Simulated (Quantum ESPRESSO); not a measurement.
# C (Fd-3m) in Quantum ESPRESSO: a series of runs

Runs on C. Level: r2SCAN. Tasks: single point, equation of state, band structure.

All numbers are computed with Quantum ESPRESSO 7.5; they aren't measurements. Logs are shortened: lines on timing, memory, paths and dates and some standing lists are left out, and cuts for length are marked.

**Measured values to compare with.**

From “Equation of state of cubic boron nitride at high pressures and temperatures”, 2007, arxiv:cond-mat/0702656, for a bulk crystal of C: bulk modulus 444.8 ± 0.8 GPa.

The runs below are set against these values where they give the same quantity.

## Step 1: The crystal as given

It takes space group Fd-3m (No. 227, cubic). The conventional cell has a = 3.567 Å, b = 3.567 Å, c = 3.567 Å, α = 90.00°, β = 90.00°, γ = 90.00°. C (site symmetry -43m) has 4 C at 1.54 Å as nearest neighbours.

This isn't the form of C at room conditions, which is graphite.

## Step 2: Single point, r2SCAN, 5.33 Å³/atom

Input file pw.in:

```
&CONTROL
  calculation = 'scf'
  prefix = 'pwscf'
  outdir = './tmp'
  pseudo_dir = './pseudo'
  tstress = .true.
  disk_io = 'nowf'
/
&SYSTEM
  ibrav = 0
  nat = 2
  ntyp = 1
  ecutwfc = 88
  nbnd = 9
  input_dft = 'r2scan'
  occupations = 'smearing'
  smearing = 'fd'
  degauss = 0.00367493
  nosym = .true.
  nr1 = 32
  nr2 = 32
  nr3 = 32
/
&ELECTRONS
  conv_thr = 1d-08
  electron_maxstep = 120
  mixing_beta = 0.5
/
ATOMIC_SPECIES
C     12.0110 C_ONCV_PBE-1.2.upf
CELL_PARAMETERS angstrom
   0.0000000000    1.7469644787    1.7469644787
   1.7469644787    0.0000000000    1.7469644787
   1.7469644787    1.7469644787    0.0000000000
ATOMIC_POSITIONS crystal
C      0.7500000000    0.7500000000    0.7500000000
C      0.5000000000    0.5000000000    0.5000000000
K_POINTS automatic
10 10 10 0 0 0
```

Potentials or basis: SG15 PBE 1.2.

Launch:

```console
> OMP_NUM_THREADS=1 mpirun -n 2 pw.x -nk 2 -in pw.in > pw.out
```

pw.out:

```text
This program is part of the open-source Quantum ESPRESSO suite
     for quantum simulation of materials; please cite
         "P. Giannozzi et al., J. Phys.:Condens. Matter 21 395502 (2009);
         "P. Giannozzi et al., J. Phys.:Condens. Matter 29 465901 (2017);
         "P. Giannozzi et al., J. Chem. Phys. 152 154105 (2020);
     in publications or presentations arising from this work. More details at

     IMPORTANT: XC functional enforced from input :
     Exchange-correlation= R2SCAN
                           (   0   0   0   0   0 497 498)
     Any further DFT definition will be discarded
     Please, verify this is what you really want

     K-points division:     npool     =       2
     Subspace diagonalization in iterative solution of the eigenvalue problem:
     a serial algorithm will be used

     G-vector sticks info
     --------------------
     sticks:   dense  smooth     PW     G-vecs:    dense   smooth      PW
     Sum         517     517    169                 7991     7991    1471

     Using Slab Decomposition

     bravais-lattice index     =            0
     lattice parameter (alat)  =       4.6687  a.u.
     unit-cell volume          =      71.9580 (a.u.)^3
     number of atoms/cell      =            2
     number of atomic types    =            1
     number of electrons       =         8.00
     number of Kohn-Sham states=            9
     kinetic-energy cutoff     =      88.0000  Ry
     charge density cutoff     =     352.0000  Ry
     scf convergence threshold =      1.0E-08
     mixing beta               =       0.5000
     number of iterations used =            8  plain     mixing
     Exchange-correlation= R2SCAN
                           (   0   0   0   0   0 497 498)

     celldm(1)=   4.668721  celldm(2)=   0.000000  celldm(3)=   0.000000
     celldm(4)=   0.000000  celldm(5)=   0.000000  celldm(6)=   0.000000

     crystal axes: (cart. coord. in units of alat)
               a(1) = (   0.000000   0.707107   0.707107 )
               a(2) = (   0.707107   0.000000   0.707107 )
               a(3) = (   0.707107   0.707107   0.000000 )

     reciprocal axes: (cart. coord. in units 2 pi/alat)
               b(1) = ( -0.707107  0.707107  0.707107 )
               b(2) = (  0.707107 -0.707107  0.707107 )
               b(3) = (  0.707107  0.707107 -0.707107 )

     PseudoPot. # 1 for C  read from file:
     C_ONCV_PBE-1.2.upf
     Pseudo is Norm-conserving, Zval =  4.0
     Generated using ONCVPSP code by D. R. Hamann
     Using radial grid of  602 points,  4 beta functions with:
                l(1) =   0
                l(2) =   0
                l(3) =   1
                l(4) =   1

     atomic species   valence    mass     pseudopotential
     C                 4.00    12.01100     C ( 1.00)

     No symmetry found

   Cartesian axes

     site n.     atom                  positions (alat units)
         1        C      tau(   1) = (   1.0606602   1.0606602   1.0606602  )
         2        C      tau(   2) = (   0.7071068   0.7071068   0.7071068  )

     number of k points=   504  Fermi-Dirac smearing, width (Ry)=  0.0037

     Number of k-points >= 100: set verbosity='high' to print them.

     Dense  grid:     7991 G-vectors     FFT dimensions: (  32,  32,  32)

     WARNING: libxc functional with ID  497 depends
      on external parameters: check the user_guide of
      QE if you need to modify them or to check their
      default values.

     WARNING: libxc functional with ID  498 depends
      on external parameters: check the user_guide of
      QE if you need to modify them or to check their
      default values.

     Initial potential from superposition of free atoms

     starting charge       7.9861, renormalised to       8.0000
     Starting wfcs are random

     Self-consistent Calculation

     iteration #  1     ecut=    88.00 Ry     beta= 0.50
     Davidson diagonalization with overlap
     ethr =  1.00E-02,  avg # of iterations =  8.4

     total energy              =     -22.72979708 Ry
     estimated scf accuracy    <       2.24090345 Ry

     iteration #  2     ecut=    88.00 Ry     beta= 0.50
     Davidson diagonalization with overlap
     ethr =  1.00E-02,  avg # of iterations =  1.0

     total energy              =     -22.74517761 Ry
     estimated scf accuracy    <       0.60622064 Ry

     iteration #  3     ecut=    88.00 Ry     beta= 0.50
     Davidson diagonalization with overlap
     ethr =  7.58E-03,  avg # of iterations =  1.0

     total energy              =     -22.74679012 Ry
     estimated scf accuracy    <       0.00300429 Ry

     iteration #  4     ecut=    88.00 Ry     beta= 0.50
     Davidson diagonalization with overlap
     ethr =  3.76E-05,  avg # of iterations =  3.3

     total energy              =     -22.74689965 Ry
     estimated scf accuracy    <       0.00041548 Ry

     iteration #  5     ecut=    88.00 Ry     beta= 0.50
     Davidson diagonalization with overlap
     ethr =  5.19E-06,  avg # of iterations =  2.5

     total energy              =     -22.74690307 Ry
     estimated scf accuracy    <       0.00000134 Ry

     iteration #  6     ecut=    88.00 Ry     beta= 0.50
     Davidson diagonalization with overlap
     ethr =  1.68E-08,  avg # of iterations =  2.0

     total energy              =     -22.74690329 Ry
     estimated scf accuracy    <       0.00000010 Ry

     iteration #  7     ecut=    88.00 Ry     beta= 0.50
     Davidson diagonalization with overlap
     ethr =  1.22E-09,  avg # of iterations =  1.4

     End of self-consistent calculation

     Number of k-points >= 100: set verbosity='high' to print the bands.

     the Fermi energy is    15.5732 ev

!    total energy              =     -22.74690330 Ry
     estimated scf accuracy    <          5.3E-09 Ry
     smearing contrib. (-TS)   =      -0.00000000 Ry
     internal energy E=F+TS    =     -22.74690330 Ry

     The total energy is F=E-TS. E is the sum of the following terms:
     one-electron contribution =       8.67285422 Ry
     hartree contribution      =       1.87617217 Ry
     xc contribution           =      -7.18828252 Ry
     ewald contribution        =     -26.10764717 Ry

     convergence has been achieved in   7 iterations

     Computing stress (Cartesian axis) and pressure

          total   stress  (Ry/bohr**3)                   (kbar)     P=      278.53
   0.00189343  -0.00000000  -0.00000001          278.53       -0.00       -0.00
  -0.00000000   0.00189344  -0.00000000           -0.00      278.53       -0.00
  -0.00000001  -0.00000000   0.00189344           -0.00       -0.00      278.54

=------------------------------------------------------------------------------=
   JOB DONE.
=------------------------------------------------------------------------------=
```

It took 76 s on 2 MPI ranks of Intel Xeon Platinum 8259CL at 2.50GHz (Skylake/Cascade Lake), shared host; peak memory 0.18 GiB.

What came out:

```
Free energy            : -309.4874 eV
Pressure               : 27.9 GPa
Band gap on the k mesh : 4.44 eV, indirect (least direct gap 6.02 eV)
```

Caveat: the potentials were made for another functional, which shifts forces and pressure.

## Step 3: Single point, r2SCAN, 5.44 Å³/atom

pw.in: that of step 2 with these lines changed.

```diff
@@ -31,5 +31,5 @@
 CELL_PARAMETERS angstrom
-   0.0000000000    1.7469644787    1.7469644787
-   1.7469644787    0.0000000000    1.7469644787
-   1.7469644787    1.7469644787    0.0000000000
+   0.0000000000    1.7592674508    1.7592674508
+   1.7592674508    0.0000000000    1.7592674508
+   1.7592674508    1.7592674508    0.0000000000
 ATOMIC_POSITIONS crystal
```

Potentials or basis: SG15 PBE 1.2.

Launch:

```console
> OMP_NUM_THREADS=1 mpirun -n 2 pw.x -nk 2 -in pw.in > pw.out
```

It took 77 s on 2 MPI ranks of Intel Xeon Platinum 8259CL at 2.50GHz (Skylake/Cascade Lake), shared host; peak memory 0.18 GiB.

It converged, with:

- Free energy: -309.5190 eV
- Pressure: 16.8 GPa
- Band gap on the k mesh: 4.39 eV, indirect (least direct gap 5.97 eV)

Caveat: the potentials were made for another functional, which shifts forces and pressure.

## Step 4: Single point, r2SCAN, 5.56 Å³/atom

pw.in: that of step 3 with these lines changed.

```diff
@@ -31,5 +31,5 @@
 CELL_PARAMETERS angstrom
-   0.0000000000    1.7592674508    1.7592674508
-   1.7592674508    0.0000000000    1.7592674508
-   1.7592674508    1.7592674508    0.0000000000
+   0.0000000000    1.7714007132    1.7714007132
+   1.7714007132    0.0000000000    1.7714007132
+   1.7714007132    1.7714007132    0.0000000000
 ATOMIC_POSITIONS crystal
```

Launch:

```console
> OMP_NUM_THREADS=1 mpirun -n 2 pw.x -nk 2 -in pw.in > pw.out
```

Run time: 78 s. Hardware: 2 MPI ranks of Intel Xeon Platinum 8259CL at 2.50GHz (Skylake/Cascade Lake), shared host; peak memory 0.18 GiB.

Results (log left out):

| Item | Value |
| --- | --- |
| Free energy | -309.5357 eV |
| Pressure | 6.8 GPa |
| Band gap on the k mesh | 4.35 eV, indirect (least direct gap 5.91 eV) |

Caveat: the potentials were made for another functional, which shifts forces and pressure.

## Step 5: Single point, r2SCAN, 5.67 Å³/atom

pw.in: that of step 4 with these lines changed.

```diff
@@ -31,5 +31,5 @@
 CELL_PARAMETERS angstrom
-   0.0000000000    1.7714007132    1.7714007132
-   1.7714007132    0.0000000000    1.7714007132
-   1.7714007132    1.7714007132    0.0000000000
+   0.0000000000    1.7833700000    1.7833700000
+   1.7833700000    0.0000000000    1.7833700000
+   1.7833700000    1.7833700000    0.0000000000
 ATOMIC_POSITIONS crystal
```

Launch:

```console
> OMP_NUM_THREADS=1 mpirun -n 2 pw.x -nk 2 -in pw.in > pw.out
```

Wall time 88 s (2 MPI ranks of Intel Xeon Platinum 8259CL at 2.50GHz (Skylake/Cascade Lake), shared host); peak memory 0.18 GiB.

It converged, with:

* Free energy: -309.5389 eV
* Pressure: -2.3 GPa
* Band gap on the k mesh: 4.30 eV, indirect (least direct gap 5.85 eV)

Caveat: the potentials were made for another functional, which shifts forces and pressure.

## Step 6: Single point, r2SCAN, 5.79 Å³/atom

pw.in: that of step 5 with these lines changed.

```diff
@@ -31,5 +31,5 @@
 CELL_PARAMETERS angstrom
-   0.0000000000    1.7833700000    1.7833700000
-   1.7833700000    0.0000000000    1.7833700000
-   1.7833700000    1.7833700000    0.0000000000
+   0.0000000000    1.7951807415    1.7951807415
+   1.7951807415    0.0000000000    1.7951807415
+   1.7951807415    1.7951807415    0.0000000000
 ATOMIC_POSITIONS crystal
```

Potentials or basis: SG15 PBE 1.2.

Launch:

```console
> OMP_NUM_THREADS=1 mpirun -n 2 pw.x -nk 2 -in pw.in > pw.out
```

It took 90 s on 2 MPI ranks of Intel Xeon Platinum 8259CL at 2.50GHz (Skylake/Cascade Lake), shared host; peak memory 0.18 GiB.

The run converged. Its results:

| Quantity | Value |
| --- | --- |
| Free energy | -309.5298 eV |
| Pressure | -10.6 GPa |
| Band gap on the k mesh | 4.25 eV, indirect (least direct gap 5.80 eV) |

Caveat: the potentials were made for another functional, which shifts forces and pressure.

## Step 7: Single point, r2SCAN, 5.90 Å³/atom

pw.in: that of step 6 with these lines changed.

```diff
@@ -31,5 +31,5 @@
 CELL_PARAMETERS angstrom
-   0.0000000000    1.7951807415    1.7951807415
-   1.7951807415    0.0000000000    1.7951807415
-   1.7951807415    1.7951807415    0.0000000000
+   0.0000000000    1.8068380860    1.8068380860
+   1.8068380860    0.0000000000    1.8068380860
+   1.8068380860    1.8068380860    0.0000000000
 ATOMIC_POSITIONS crystal
```

Launch:

```console
> OMP_NUM_THREADS=1 mpirun -n 2 pw.x -nk 2 -in pw.in > pw.out
```

Run time: 87 s. Hardware: 2 MPI ranks of Intel Xeon Platinum 8259CL at 2.50GHz (Skylake/Cascade Lake), shared host; peak memory 0.2 GiB.

It converged, with:

* Free energy: -309.5094 eV
* Pressure: -18.2 GPa
* Band gap on the k mesh: 4.21 eV, indirect (least direct gap 5.74 eV)

Caveat: the potentials were made for another functional, which shifts forces and pressure.

## Step 8: Single point, r2SCAN, 6.01 Å³/atom

pw.in: that of step 7 with these lines changed.

```diff
@@ -31,5 +31,5 @@
 CELL_PARAMETERS angstrom
-   0.0000000000    1.8068380860    1.8068380860
-   1.8068380860    0.0000000000    1.8068380860
-   1.8068380860    1.8068380860    0.0000000000
+   0.0000000000    1.8183469191    1.8183469191
+   1.8183469191    0.0000000000    1.8183469191
+   1.8183469191    1.8183469191    0.0000000000
 ATOMIC_POSITIONS crystal
```

Launch:

```console
> OMP_NUM_THREADS=1 mpirun -n 2 pw.x -nk 2 -in pw.in > pw.out
```

Wall time 87 s (2 MPI ranks of Intel Xeon Platinum 8259CL at 2.50GHz (Skylake/Cascade Lake), shared host); peak memory 0.2 GiB.

Results (log left out):

```yaml
Free_energy: -309.4788 eV
Pressure: -25.0 GPa
Band_gap_on_the_k_mesh: 4.17 eV, indirect (least direct gap 5.69 eV)
```

Caveat: the potentials were made for another functional, which shifts forces and pressure.

## Step 9: Equation of state, r2SCAN

Potentials or basis: SG15 PBE 1.2.

This step only gathers the single runs of the series.

What came out:

```
Equilibrium volume                      : 5.64 Å³/atom
Bulk modulus                            : 443 GPa
Pressure derivative of the bulk modulus : 3.7
```

Energy against volume, from the lowest point:
```tsv
volume (Å³/atom)	energy (meV/atom)
5.332	25.77
5.445	9.96
5.558	1.59
5.672	0.00
5.785	4.57
5.899	14.76
6.012	30.06
```

Caveat: the potentials were made for another functional, which shifts forces and pressure.

(Part 1 of 2 ends here.)
